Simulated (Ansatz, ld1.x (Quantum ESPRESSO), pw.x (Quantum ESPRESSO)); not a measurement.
# From atom to crystal: ultrasoft potential for thallium

* Element: Tl (Z = 81)
* Generator: ld1.x (Quantum ESPRESSO) 7.5
* Type: ultrasoft
* Functional: LDA (PW92)
* Relativity: scalar-relativistic
* Frozen core: [Xe] 4f14 5d10
* Valence charge: 3
* Reference configuration: 6s2 6p1
* Partial waves: 6s (bound): rcut 1.75, rcutus 2.30 bohr; 6s channel at -0.15 Ry: rcut 1.75, rcutus 2.30 bohr; 6p (bound): rcut 2.45, rcutus 3.25 bohr; 6p channel at 0.45 Ry: rcut 2.45, rcutus 3.25 bohr; 6d channel at 0.5 Ry: rcut 2.80, rcutus 3.00 bohr
* Local potential: all-electron potential smoothed inside 2.30 bohr (lloc = -2)
* Core correction: a·sin(br)/r model core inside 1.65 bohr
* Augmentation charge: PSQ, inside the norm-conserving radii

Crystal test: fcc Tl in pw.x 7.5, no spin, 12³ k-points, Fermi–Dirac smearing 0.01 Ry, cutoffs 40/320 Ry. The reference is all-electron LAPW (Ansatz 0.2.0) with the same functional, mesh and smearing; V0 and B0 come from Birch–Murnaghan fits to the pressures at five volumes. Errors are pseudo minus all-electron; Δ is the rms difference of the E(V) curves that follow from these fits, minima aligned, over ±6 % about the mean V0. Mesh and smearing are coarse, so the numbers serve the comparison and aren't converged zero-temperature values; the lattice is a test structure that the element need not adopt.

```csv
V (Å³/atom),P all-electron (GPa),P pseudo (GPa)
25.882,2.35,-2.55
26.563,1.01,-3.44
27.244,-0.14,-4.18
27.925,-1.11,-4.79
28.606,-1.94,-5.29
```

All-electron: a0 = 4.771 Å (V0 = 27.16 Å³/atom), B0 = 43.0 GPa.

Pseudopotential: mean pressure error (GPa): -4.08. The pressure does not cross zero within the volumes sampled, so no fit is given. This is a poor potential for the solid.

Problem. At the middle volume, how do free energy and pressure move when the wave cutoff is lowered (ecutrho held at 320 Ry)?

Solution.

| cutoff (Ry) | shift of F (meV/atom) | shift of P (GPa) |
| --- | --- | --- |
| 18 | +1.1 | +0.00 |
| 24 | +0.6 | -0.01 |
| 32 | +0.1 | +0.00 |

The run at the middle volume (72 k-points, 5 iterations) took about 4.5 s on one core of a shared host (Neoverse-V1, 32 threads, 247 GiB, load 24).
